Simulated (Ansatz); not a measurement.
Set up this calculation in Ansatz 0.2.0, as the native input.

```yaml
Task: relaxation of cell and atoms
Functional: PBE
Potentials_or_basis: Ansatz PAW
Cutoff: "420 eV (not typed: the program's choice for these potentials)"
k_mesh: 7 × 7 × 7
Occupations: fermi-dirac, width 0.05 eV
Spin: no spin polarisation
```

Crystal: BaS.

```xyz
2
Lattice="0.0000 3.1938 3.1938 3.1938 0.0000 3.1938 3.1938 3.1938 0.0000" Properties=species:S:1:pos:R:3 pbc="T T T"
Ba    0.0000    0.0000    0.0000
S     3.1938    3.1938    3.1938
```

One way to write it, as run:

input.yaml

```yaml
crystal:
  lattice:
    - [0.0, 3.19375, 3.19375]
    - [3.19375, 0.0, 3.19375]
    - [3.19375, 3.19375, 0.0]
  atoms:
    - { symbol: Ba, position: [0.0, 0.0, 0.0] }
    - { symbol: S, position: [0.5, 0.5, 0.5] }
hamiltonian:
  xc: pbe
  pseudopotentials: { kind: paw }
kpoints:
  mp_grid: { grid: [7, 7, 7] }
scf:
  occupations: { method: fermi_dirac, width: 0.05 }
output:
  forces: true
  stress: true
  write_density: true
  write_potential: true
  elf: true
  volumetric_format: npy
relax:
  f_tol: 0.01
  max_steps: 40
  cell: { stress_tol: 0.05 }
```

Potentials or basis: Ansatz PAW.

Command:

```bash
$ ansatz run input.yaml --threads 2 --pin off --max-ram 5632MiB --backend cpu --events-out ev --progress --plain --runs-dir out
```

It gave:

* Relaxed volume: 33.21 Å³/atom
* Relaxed cell: a = 4.546 Å, b = 4.546 Å, c = 4.546 Å, α = 60.00°, β = 60.00°, γ = 60.00°
* Space group after relaxing (to 0.05 Å): Fm-3m (No. 225)
* Energy gained by relaxing: 1.6 meV/atom
* Ionic steps: 4
* Pressure after relaxing: 0.0 GPa
* Band gap on the k mesh: 2.29 eV, indirect (least direct gap 2.41 eV)

Caveat: odd divisions of the mesh miss points on the zone boundary, where band edges often lie, so the gap on the mesh can be too wide; the plane-wave basis is chosen anew once the cell has moved, so the energies of steps on either side of that aren't comparable; spin-orbit coupling is left out, which moves the levels of the heavy elements.

Run time: 1.5 s on 2 threads of Intel(R) Xeon(R) 6975P-C (Granite Rapids), on a shared host, peak memory 0.37 GiB.
